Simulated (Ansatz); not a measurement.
# CoSi2 (Fm-3m), comparing deformations

These are results of DFT PBE, scalar-relativistic, plane waves, PAW in Ansatz, not measurements. Cutoff 420 eV, Γ-centred 16×16×16 k-points, Gaussian smearing of 0.15 eV. No spin polarisation. A magnetic state may lie lower. Energies are free energies at this smearing, counted from the undisturbed cell; pressure is positive in compression.

Zero of the scan (relaxed at this level):

```xyz
3
Lattice="0.0000 2.6799 2.6799 2.6799 0.0000 2.6799 2.6799 2.6799 0.0000" Properties=species:S:1:pos:R:3 pbc="T T T"
Co    0.0000    0.0000    0.0000
Si    1.3400    1.3400    1.3400
Si    4.0199    4.0199    4.0199
```

The cell is strained by ε times a Voigt pattern (xx, yy, zz, yz, xz, xy; engineering shear) with fractional coordinates fixed. τ = (1/V0) dE/dε comes from the stress tensor. Of each scan, only the three points used here are listed.

```csv
pattern,ε,τ (GPa)
"(0, 0, 0, 1, 0, 0)",-0.0150,-2.25
"(0, 0, 0, 1, 0, 0)",0.0000,0.00
"(0, 0, 0, 1, 0, 0)",0.0075,1.13
"(0, 1, 0, 0, 0, 0)",-0.0150,-3.79
"(0, 1, 0, 0, 0, 0)",0.0000,0.00
"(0, 1, 0, 0, 0, 0)",0.0150,3.37
```

Problem. Which constants do the scans give, and which deformation costs least for the same size of strain tensor?

Solution. The slope dτ/dε at zero (parabola through three points) is pᵀCp: (0, 0, 0, 1, 0, 0) gives C44 = 150 GPa; (0, 1, 0, 0, 0, 0) gives C11 = 239 GPa. The size of the strain tensor, ε:ε, is ε² times 0.5, 1.0. Per unit of it the stiffnesses are 300, 239 GPa, so (0, 1, 0, 0, 0, 0) is the softest of these: at ε:ε = (1 %)² the quadratic term costs 0.96 meV/atom against 1.20 for the stiffest. These are clamped-ion values.

Forces appear on the atoms along this scan, and letting them relax would lower the energy and soften the response. In a metal these slopes depend on the k mesh and the smearing.

Cost: 18 runs of about 3.9 core-minutes in all, on AMD EPYC 7R43 (Zen 3) (shared hosts).